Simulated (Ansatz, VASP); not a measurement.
## Te2Mo: VASP beside Ansatz

```
Te Mo
1.0
     0.00000    3.34113    3.34113
     3.34113    0.00000    3.34113
     3.34113    3.34113    0.00000
Te Mo
2 1
Direct
  0.25000 0.25000 0.25000
  0.75000 0.75000 0.75000
  0.00000 0.00000 0.00000
```

Alike in both runs: functional PBE; k mesh 4 × 4 × 4; occupations gaussian, width 0.1 eV; no spin polarisation.

Ansatz relaxed the structure, and its values are those at the end. VASP's run is a single point on that final structure, the one shown.

```csv
,VASP,Ansatz
version,VASP 6.6.1,Ansatz 0.2.0
potentials or method,"VASP PAW PBE potentials, release 64 (Te, Mo_sv)","scalar-relativistic, plane waves, PAW"
plane-wave cutoff (eV),520,420
valence electrons in the cell,26,46
```

```tsv
	VASP	Ansatz	Ansatz less VASP
gap on the k mesh at the Fermi level (eV)	none	none	-
pressure (GPa)	-0.3	-0.3	+0.03
```

A gap of «none» marks a metal or a gap that the smearing closes. The two sets of potentials don't hold the same shells in valence.

Caveats: the k mesh is coarse (spacing up to 0.41 Å⁻¹), so the values aren't converged. Spin-orbit coupling is left out, which matters for the levels of Te.
